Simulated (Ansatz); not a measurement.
# CoPtO2 (R-3m) in Ansatz: further runs

Aim: see how the results for CoPtO2 move with the level of theory and the settings. Levels: BLYP, PBE. Tasks: relaxation of cell and atoms, single point.

Program: Ansatz 0.2.0. These are calculated values, not measurements. Logs are shortened: lines on timing, memory, paths and dates and some standing lists are left out, and cuts for length are marked.

## (1) The structure

The structure is trigonal, space group R-3m (No. 166). The conventional cell has a = 2.825 Å, b = 2.825 Å, c = 17.818 Å, α = 90.00°, β = 90.00°, γ = 120.00°. Around Pt (site symmetry -3m) lie 2 O at 2.00 Å. Co (site symmetry -3m) has 6 O at 1.90 Å as nearest neighbours. O (site symmetry 3m) is surrounded by 3 Co at 1.90 Å and 1 Pt at 2.00 Å.

The cell is a database's computed one.

## (2) Relaxation of cell and atoms, BLYP, collinear spin, ferromagnetic start

Input file input.yaml:

```yaml
crystal:
  lattice:
    - [1.4122699173, 0.8153744169, 5.9393891094]
    - [-1.4122699173, 0.8153744169, 5.9393891094]
    - [0.0, -1.6307488338, 5.9393891094]
  atoms:
    - { symbol: Pt, position: [0.0, 0.0, 0.0] }
    - { symbol: Co, position: [0.5, 0.5, 0.5], spin: 2.0 }
    - { symbol: O, position: [0.11224403, 0.11224403, 0.11224403] }
    - { symbol: O, position: [0.88775597, 0.88775597, 0.88775597] }
hamiltonian:
  xc: blyp
  pseudopotentials: { kind: paw }
magnetization:
  spin_polarized: true
kpoints:
  mp_grid: { grid: [11, 11, 11] }
scf:
  occupations: { method: fermi_dirac, width: 0.05 }
output:
  forces: true
  stress: true
  eigenvalues: true
relax:
  f_tol: 0.01
  max_steps: 40
  cell: { stress_tol: 0.05 }
```

Potentials or basis: Ansatz PAW.

Run with:

```sh
$ ansatz run input.yaml --threads 2 --pin off --max-ram 5632MiB --backend cpu --events-out ev --progress --plain --runs-dir out
```

Output:

```text
Warning: RAYON_NUM_THREADS=2 ignored (pool sized by the plan → 2); use --threads N
basis.fft_grid_basis auto: the FFT boxes are laid along the combinations [[1, 0, -1], [0, 1, -1], [0, 0, 1]] of the cell's own vectors, 2.825, 2.825 and 6.159 Å long. The dense box has 20×20×45 points. Along the cell's own vectors, as sized, it would have 45×45×45, 5.06 times as many. Of the 12 symmetry operations that the crystal satisfies within crystal.symmetry.tolerance (time reversal apart; of a slab, those that keep its plane) the dense box along the cell's own vectors carries 12, and the one as laid loses 8 of those. basis.fft_grid_basis: typed keeps the cell's own vectors: state it where this run's energies or levels are differenced outside the engine with another run's, or held beside a run that keeps those vectors.
Engine: ansatz 0.2.0, x86_64-unknown-linux-gnu
Pseudopotentials: kind: paw
Pseudopotential: Pt, paw, valence charge 18, recommended cutoff 420 eV (normal), Pt.paw.azcp
Pseudopotential: Co, paw, valence charge 17, recommended cutoff 420 eV (normal), Co.paw.azcp
Pseudopotential: O, paw, valence charge 6, recommended cutoff 420 eV (normal), O.paw.azcp
Functional definition: BLYP
  parameter beta = 0.0042
  parameter a = 0.04918
  parameter b = 0.132
  parameter c = 0.2533
  parameter d = 0.349
  exchange = b88_x(beta = beta)
  correlation = lyp_c(a = a, b = b, c = c, d = d)
Crystal: 4 atoms, lattice volume = 41.036 Å³
Basis set: ecut = 420 eV, 805 PW (Γ), FFT grids on a1−a3, a2−a3, a3, exchange–correlation on 40×40×90 points (8 copies of the dense FFT grid, shifted against one another)
Bands: 30, of which v1, the nominal top of the filled ones, is band 24 counted from 1 (23 counted from 0)
Symmetry: 12 space group operations
Space group: R-3m (ITA 166), of the structure as read, at distance tolerance 3.4e-5 Å
Magnetic group: BNS 166.97 (UNI 1327), of the structure as read, at distance tolerance 3.4e-5 Å
k-points: 146 of 1331
Non-local potential: Pt, projectors of the file, l = 0: 3, l = 1: 2, l = 2: 2, l = 3: 1
Non-local potential: Co, projectors of the file, l = 0: 3, l = 1: 2, l = 2: 3, l = 3: 1
Non-local potential: O, projectors of the file, l = 0: 2, l = 1: 2, l = 2: 1
PAW form: soft (Blöchl's): semilocal exchange-correlation on the pseudo side does not see the compensation charge
PAW frozen core: Pt, regenerated for the run's functional, and the local potential with it (the file was generated under x = pbe(κ = 0.804, μ = 0.2195149727645171), c = pbe(β = 0.06672455060314922))
PAW frozen core: Co, regenerated for the run's functional, and the local potential with it (the file was generated under x = pbe(κ = 0.804, μ = 0.2195149727645171), c = pbe(β = 0.06672455060314922))
PAW frozen core: O, regenerated for the run's functional, and the local potential with it (the file was generated under x = pbe(κ = 0.804, μ = 0.2195149727645171), c = pbe(β = 0.06672455060314922))
PAW one-centre angular grid: Pt, 590 points (default); XC on 64 Gauss nodes
PAW one-centre angular grid: Co, 590 points (default); XC on 64 Gauss nodes
PAW one-centre angular grid: O, 110 points (default); XC on 64 Gauss nodes
Initial density: superposition of atomic densities (chi_scale 0.1, normalization cell, long waves kept (reshape's long-wave potential 0.28 eV rms))
Starting moments: Σ|m| = 2 μB on 1 of 4 sites
Initial wavefunctions: pseudopotential atomic-orbital guess
Functional: x = b88, c = lyp
SCF iter   1: F=—  HF=-18818.123823 eV  |F-HF|=—  |Δ(HF+E_count)|=         —  Δρ=8.18e-2 (↑5.65e-2 ↓8.18e-2)  dr2=5.84e0  dr2_m=1.28e-1  M=1.432 μB ∫|m|=1.702 μB  β_m=0.30  ethr=3.10e-3  ⟨swp⟩=5.4  Hψ=31431  notcnv=0
Mixer restart at iter 1: flushing history
preconditioner: auto → Kerker (q_TF=auto, 2.791 Å⁻¹)  [metal: Δε(μ)=0.002 eV  Ē_g=11.891 eV  σ=0.050 eV  W_gap=0.01  n_scr=16 (ndim 8)  ℏωp=32.3 eV  f_vac=0.000  D(μ)=6.66/eV (n_scr^D=112)]
spin=Collinear: Kerker preconditioning applied to the charge; magnetization (m = ρ↑ − ρ↓) channel mixes plain (no charge-response kernel on spin).
SCF iter   2: F=—  HF=-18819.303393 eV  |F-HF|=—  |Δ(HF+E_count)|=    1.18e0  Δρ=5.40e-2 (↑3.36e-2 ↓5.40e-2)  dr2=1.27e0  dr2_m=2.81e-1  M=1.218 μB ∫|m|=1.515 μB  β_m=0.43  ethr=3.10e-3  ⟨swp⟩=2.2  Hψ=16376  notcnv=0  defer=254
SCF iter   3: F=—  HF=-18819.851835 eV  |F-HF|=—  |Δ(HF+E_count)|=   5.48e-1  Δρ=5.48e-2 (↑3.35e-2 ↓5.48e-2)  dr2=8.33e-1  dr2_m=5.79e-1  M=0.790 μB ∫|m|=1.207 μB  β_m=0.67  ethr=2.71e-3  ⟨swp⟩=2.0  Hψ=12275  notcnv=0  defer=241
SCF iter   4: F=—  HF=-18820.296651 eV  |F-HF|=—  |Δ(HF+E_count)|=   4.45e-1  Δρ=4.99e-2 (↑4.30e-2 ↓4.99e-2)  dr2=2.69e-1  dr2_m=7.61e-1  M=0.278 μB ∫|m|=0.809 μB  β_m=0.16  ethr=1.77e-3  ⟨swp⟩=2.1  Hψ=11834  notcnv=0  defer=247
SCF iter   5: F=—  HF=-18820.992847 eV  |F-HF|=—  |Δ(HF+E_count)|=         —  Δρ=7.68e-2 (↑7.68e-2 ↓5.19e-2)  dr2=3.14e-1  dr2_m=1.39e0  M=-0.003 μB ∫|m|=0.104 μB  β_m=1.00  ethr=5.71e-4  ⟨swp⟩=2.0  Hψ=12172  notcnv=0  defer=263
Mixer restart at iter 5: flushing history
SCF iter   6: F=—  HF=-18820.869838 eV  |F-HF|=—  |Δ(HF+E_count)|=   1.23e-1  Δρ=3.78e-2 (↑3.12e-2 ↓3.78e-2)  dr2=1.41e0  dr2_m=4.23e-3  M=0.005 μB ∫|m|=0.038 μB  β_m=0.86  ethr=1.06e-4  ⟨swp⟩=3.0  Hψ=18929  notcnv=0  defer=266
[... 111 lines left out ...]
SCF 7 converged in 8 iterations: F = -18820.930631 eV  dr2 = 3.44e-7
relax step   7: F+E_penalty+E_count = -18820.93063101 eV  Δ(F+E_penalty+E_count) = +3.722e-4 eV  max|allowed force component| = 3.337e-4 eV/Å  Δτ_max = 0.0010 Å  P = +0.036 GPa  Ω = 44.008 Å³  energy of the carried Pulay correction = -8.029e-4 eV  (8 SCF iters, dr2 threshold 4.00e-7 eV, accepted)
iter 1 solved again at ethr=7.49e-8 eV; its pass at ethr=3.10e-3 eV (dr2=3.52e-5 eV) is discarded
SCF iter   1: F=—  HF=-18820.931382 eV  |F-HF|=—  |Δ(HF+E_count)|=         —  Δρ=6.97e-5 (↑6.96e-5 ↓6.97e-5)  dr2=3.31e-7  dr2_m=1.80e-11  M=-0.000 μB ∫|m|=0.000 μB  β_m=0.65  ethr=7.49e-8  ⟨swp⟩=3.2  Hψ=55437  notcnv=0
preconditioner: auto → none  [insulator: Δε(μ)=0.198 eV  Ē_g=11.392 eV  σ=0.050 eV  W_gap=0.76  n_scr=16 (ndim 8)  ℏωp=31.2 eV  f_vac=0.012  D(μ)=0.33/eV (n_scr^D=2)  ε∞_Penn≈8.5]
SCF iter   2: F=—  HF=-18820.931462 eV  |F-HF|=—  |Δ(HF+E_count)|=   7.96e-5  Δρ=2.50e-5 (↑2.50e-5 ↓2.49e-5)  dr2=1.05e-7  dr2_m=3.83e-12  M=-0.000 μB ∫|m|=0.000 μB  β_m=0.48  ethr=7.05e-10  ⟨swp⟩=2.0  Hψ=13491  notcnv=0
SCF iter   3: F=—  HF=-18820.931469 eV  |F-HF|=—  |Δ(HF+E_count)|=   7.32e-6  Δρ=1.55e-5 (↑1.54e-5 ↓1.55e-5)  dr2=4.00e-8  dr2_m=1.67e-12  M=-0.000 μB ∫|m|=0.000 μB  β_m=0.45  ethr=2.23e-10  ⟨swp⟩=2.0  Hψ=14809  notcnv=0
SCF iter   4: F=—  HF=-18820.931473 eV  |F-HF|=—  |Δ(HF+E_count)|=   4.06e-6  Δρ=1.66e-6 (↑1.66e-6 ↓1.64e-6)  dr2=9.01e-10  dr2_m=2.33e-13  M=-0.000 μB ∫|m|=0.000 μB  β_m=0.44  ethr=8.51e-11  ⟨swp⟩=2.1  Hψ=12657  notcnv=0
SCF iter   5: F=—  HF=-18820.931473 eV  |F-HF|=—  |Δ(HF+E_count)|=   1.07e-7  Δρ=4.51e-7 (↑4.50e-7 ↓4.51e-7)  dr2=4.38e-10  dr2_m=8.91e-14  M=-0.000 μB ∫|m|=0.000 μB  β_m=0.37  ethr=1.92e-12  ⟨swp⟩=2.0  Hψ=13378  notcnv=0
SCF iter   6: F=—  HF=-18820.931473 eV  |F-HF|=—  |Δ(HF+E_count)|=  6.73e-10  Δρ=2.76e-7 (↑2.76e-7 ↓2.72e-7)  dr2=4.18e-11  dr2_m=6.84e-14  M=-0.000 μB ∫|m|=0.000 μB  β_m=0.40  ethr=1.00e-12  ⟨swp⟩=1.7  Hψ=9244  notcnv=0
SCF iter   7: F=—  HF=-18820.931473 eV  |F-HF|=—  |Δ(HF+E_count)|=  6.22e-10  Δρ=9.41e-8 (↑9.41e-8 ↓9.32e-8)  dr2=4.69e-12  dr2_m=2.31e-14  M=-0.000 μB ∫|m|=0.000 μB  β_m=0.55  ethr=1.00e-12  ⟨swp⟩=1.0  Hψ=8760  notcnv=0
SCF iter   8: F=-18820.931473 eV  HF=-18820.931473 eV  |F-HF|=1.46e-11  |Δ(HF+E_count)|=  6.18e-11  Δρ=9.89e-8 (↑9.62e-8 ↓9.89e-8)  dr2=1.82e-11  dr2_m=2.34e-15  M=-0.000 μB ∫|m|=0.000 μB  ethr=1.00e-12  ⟨swp⟩=2.0  Hψ=25528  notcnv=0
the starting moments were not kept: the SCF closed with an absolute magnetisation of 4.8e-8 μB, where they sum to 2 μB in size (1 site). That is at most 0.1 of that sum. Measured as dr2_m measures the in/out step, that magnetisation stands 1.2e-15 eV from none, at or under the dr2_threshold of 4.0e-11 eV: it is no larger than a step whose dr2_m would equal this threshold.
SCF 8 converged in 8 iterations: F = -18820.931473 eV  dr2 = 1.82e-11
relax step   8: F+E_penalty+E_count = -18820.93147326 eV  Δ(F+E_penalty+E_count) = -8.422e-4 eV  max|allowed force component| = 5.746e-4 eV/Å  Δτ_max = 0.0000 Å  P = +0.048 GPa  Ω = 44.008 Å³  stress off target by 4.94e-2 GPa  SCF on the basis re-selected at this cell (its energy is not comparable with the rows above)  (8 SCF iters)
basis re-selected at this cell: Δ(F+E_penalty+E_count) = -8.422e-4 eV, ΔP = +0.012 GPa vs the last step (what re-selecting the basis moved, of the pressure what is left beyond the Pulay correction that the steps carried, after the strain that the cell walked since its last selection, with what the two solves' SCF thresholds leave and, on support functions, any second-order correction that the steps lacked; it is no measure of the basis error at this ecutwfc). This SCF's stress stands 4.94e-2 GPa from its target on what of the cell is left free (relax.cell.stress_tol is 5.00e-2 GPa) and its largest allowed force component is 5.75e-4 eV/Å (relax.f_tol is 1.00e-2 eV/Å): within both
SCF converged after 8 iterations
Magnetization: -0.0000 μB (23.5000 up, 23.5000 down)
Absolute magnetization: 0.0000 μB (∫|ρ↑−ρ↓|, with the PAW one-centre terms)
Spin contamination: 0.0000 ħ² per cell (⟨S²⟩ above its minimum at these occupations)
Per-site moments (μB) at R_I (Å): [(-4.80930695683371e-9, 0.8388758917297997), (-1.089754599344091e-8, 0.8005495861120407), (7.797194414616112e-9, 0.8005495861120407), (7.797194397368116e-9, 0.8005495861120409)]
Free energy (F): -18820.931473 eV
Harris-Foulkes:  -18820.931473 eV  (|F-HF|=1.46e-11)
Internal energy: -18820.928286 eV  (E = F + TS)
E sigma→0 (E₀):  -18820.929880 eV
Entropy (-TS):   -0.003187 eV (-0.797 meV/atom)
Fermi energy:    15.325758 eV
--- Per-component energies (eV) ---
  E_band       = -516.308599
  E_kinetic    = 1434.175166
  E_local      = -5889.019376  (includes V_loc(G=0)·N_el)
  E_nonlocal   = 750.263615
  E_hartree    = 2355.649123
  E_xc         = -558.561973
  E_vxc        = -681.835688  (∫ρ·V_xc dr)
  E_paw        = -11328.316283  (= ΣΔE_a)
  E_vpaw       = -841.196040  (= ΣTr[D̂ρ^β])
  E_aug_tail   = 0.005244  (compensation charges beyond the density's cutoff)
  E_ewald      = -5585.275864
  E_core_change = 0.152062  (= ΣΔE_core)
  E_smearing   = -0.003187  (= −TS)
  E_closure    = -0.000000  (closes the sum)
  Σ components = -18820.931473   (vs F -18820.931473, Δ=0.00e0)
--- Forces (eV/Å), atoms counted from 1 ---
  atom   1  Pt     0.00000000    -0.00000000    -0.00000000
  atom   2  Co     0.00000000     0.00000000     0.00000000
  atom   3  O      0.00000000     0.00000000    -0.00057463
  atom   4  O      0.00000000    -0.00000000     0.00057463
  max |Σ_I F_I| component: 4.08e-30 eV/Å
--- Stress (GPa, compression-positive) ---
        0.049414       0.000000       0.000000
        0.000000       0.049414      -0.000000
        0.000000      -0.000000       0.043775
  P = ⅓ Tr σ = 0.0475 GPa (0.475 kbar)
--- Band table (eV; the first three rows and the last of 292) ---
  k-point 0 ↑: bands = ["-83.1005", "-80.1230", "-43.5019", "-43.5019", "-43.4315", "-37.6732", "-36.9649", "-36.9649", "-5.5608", "-3.8278", "6.4368", "9.0243", "9.2612", "9.2612", "11.1511", "12.2072", "12.2072", "12.5320", "12.5320", "13.4897", "13.4897", "13.8595", "13.8595", "13.9024", "17.0834", "17.0834", "17.9362", "21.0927", "23.9010", "27.0491"]
  k-point 1 ↑: bands = ["-83.0997", "-80.1226", "-43.5062", "-43.5029", "-43.4309", "-37.6713", "-36.9815", "-36.9691", "-5.4770", "-3.8229", "6.5464", "9.0339", "9.2361", "9.3035", "11.3365", "11.7612", "11.9608", "12.4453", "12.7242", "13.4514", "13.5431", "13.7989", "13.9432", "13.9838", "16.9136", "17.0156", "18.0680", "21.5312", "24.1177", "27.4107"]
  k-point 2 ↑: bands = ["-83.0974", "-80.1216", "-43.5177", "-43.5057", "-43.4291", "-37.6661", "-37.0261", "-36.9803", "-5.2426", "-3.8133", "6.8375", "8.6158", "9.4193", "9.6979", "10.9179", "11.5017", "11.5598", "12.3014", "13.1340", "13.2246", "13.5611", "13.8041", "14.0811", "14.2698", "16.5570", "16.8516", "18.3357", "22.5918", "24.7204", "28.3414"]
  k-point 145 ↓: bands = ["-83.0997", "-80.1225", "-43.5062", "-43.5029", "-43.4308", "-37.6713", "-36.9815", "-36.9691", "-5.2644", "-4.1419", "8.0436", "8.4473", "9.3900", "9.4443", "9.8085", "11.1315", "11.4241", "12.4307", "12.7173", "13.5619", "13.6166", "14.3333", "14.6170", "14.6503", "16.5197", "16.6652", "19.1938", "20.4421", "24.4613", "26.7732"]
--- Relaxed structure (6 steps of the walk, 6 accepted, 2 SCFs on fresh bases) ---
  F+E_penalty+E_count = -18820.93147326 eV   max|allowed force component| = 5.746e-4 eV/Å   (the final SCF, on the basis selected at the relaxed cell)
  cell:  # Å, volume = 44.0080 Å³
    - [1.4528301111507693, 0.83879185575969, 6.018821406892905]
    - [-1.4528301111507693, 0.83879185575969, 6.018821406892905]
    - [-2.0974680791979596e-34, -1.67758371151938, 6.018821406892905]
  atoms:
    - { symbol: Pt, position: [1.216962611827757e-20, 1.2169626118277377e-20, 1.2169626118277356e-20] }
    - { symbol: Co, position: [0.5, 0.5, 0.5] }
    - { symbol: O, position: [0.11262661950597182, 0.11262661950597182, 0.11262661950597182] }
    - { symbol: O, position: [0.8873733804940283, 0.8873733804940283, 0.8873733804940283] }
```

It took 2.1 min on 2 threads of AMD EPYC 7R43 (Zen 3), shared host; peak memory 0.6 GiB.

What came out:

* Free energy: -18820.9315 eV
* Relaxed volume: 11.00 Å³/atom
* Relaxed cell: a = 6.248 Å, b = 6.248 Å, c = 6.248 Å, α = 26.89°, β = 26.89°, γ = 26.89°
* Space group after relaxing (to 0.05 Å): R-3m (No. 166)
* Energy gained by relaxing: 36.4 meV/atom
* Ionic steps: 8
* Pressure after relaxing: 0.0 GPa
* Band gap on the k mesh: none (metal or under the smearing width)
* Net moment: 0.00 μB per cell
* Absolute moment: 0.00 μB per cell

The path:
```csv
step,energy change (eV),largest force (eV/Å),volume (Å³)
1,0.0000,0.1039,41.04
2,-0.1138,0.3730,43.14
3,-0.1234,0.1950,43.72
4,-0.1244,0.0423,43.86
5,-0.1245,0.0006,43.85
6,-0.1453,0.0038,43.85
7,-0.1449,0.0003,44.01
8,-0.1458,0.0006,44.01
```

Final structure:
```
Pt Co O
1.0
     1.45283    0.83879    6.01882
    -1.45283    0.83879    6.01882
     0.00000   -1.67758    6.01882
Pt Co O
1 1 2
Direct
  0.00000 0.00000 0.00000
  0.50000 0.50000 0.50000
  0.11263 0.11263 0.11263
  0.88737 0.88737 0.88737
```

Caveat: the starting moments collapsed, and a magnetic state may lie lower; the plane-wave basis is chosen anew once the cell has moved, so the energies of steps on either side of that aren't comparable; the pressure holds a Pulay correction of +0.8 GPa for the finite cutoff; semilocal functionals often make such compounds metallic where correlation or magnetic order opens a gap, which also shifts bond lengths; the PAW data sets come from PBE, with cores solved anew for the run's functional, which leaves a small shift of forces and pressure; the starting moments weren't kept.

## (3) Single point, PBE, collinear spin, ferromagnetic start

input.yaml, as its differences from that of step 2:

```diff
@@ -11,3 +11,3 @@
 hamiltonian:
-  xc: blyp
+  xc: pbe
   pseudopotentials: { kind: paw }
@@ -18,3 +18,3 @@
 scf:
-  occupations: { method: fermi_dirac, width: 0.05 }
+  occupations: { method: gaussian, width: 0.012 }
 output:
@@ -23,5 +23,5 @@
   eigenvalues: true
-relax:
-  f_tol: 0.01
-  max_steps: 40
-  cell: { stress_tol: 0.05 }
+  write_density: true
+  write_potential: true
+  elf: true
+  volumetric_format: npy
```

Potentials or basis: Ansatz PAW.

Run with:

```sh
$ ansatz run input.yaml --threads 2 --pin off --max-ram 5632MiB --backend cpu --events-out ev --progress --plain --runs-dir out
```

It took 54 s on 2 threads of AMD EPYC 7R43 (Zen 3), shared host; peak memory 0.6 GiB.

Results (log left out):

```
Free energy            : -18782.4441 eV
Pressure               : 5.9 GPa
Largest force          : 0.103 eV/Å
Band gap on the k mesh : none (metal or under the smearing width)
Net moment             : 0.00 μB per cell
Absolute moment        : 0.01 μB per cell
```

Forces in eV/Å, atoms in the order of the input:
```
Pt   0.000  0.000  0.000
Co   0.000  0.000  0.000
O    0.000  0.000 -0.103
O    0.000  0.000  0.103
```

Stress tensor (GPa, compression positive):
```
6.39 0.00 0.00
0.00 6.39 0.00
0.00 0.00 4.89
```

Levels at points of the mesh, in eV from the Fermi level:
Spin up:
| k point | band 20 | band 21 | band 22 | band 23 | band 24 | band 25 | band 26 | band 27 | band 28 | band 29 |
| --- | --- | --- | --- | --- | --- | --- | --- | --- | --- | --- |
| (0.00, 0.00, 0.00) | -1.95 | -1.95 | -1.60 | -1.60 | -1.54 | 1.86 | 1.86 | 2.76 | 5.50 | 8.95 |
Spin down:
```
           k point  band 22  band 23  band 24  band 25  band 26  band 27
(0.00, 0.00, 0.00)    -1.60    -1.60    -1.54     1.86     1.86     2.76
```

Caveat: the starting moments collapsed, and a magnetic state may lie lower; the pressure holds a Pulay correction of +0.7 GPa for the finite cutoff; semilocal functionals often make such compounds metallic where correlation or magnetic order opens a gap, which also shifts bond lengths; the starting moments weren't kept. The run has no spin-orbit coupling, so splittings on Pt are missing.
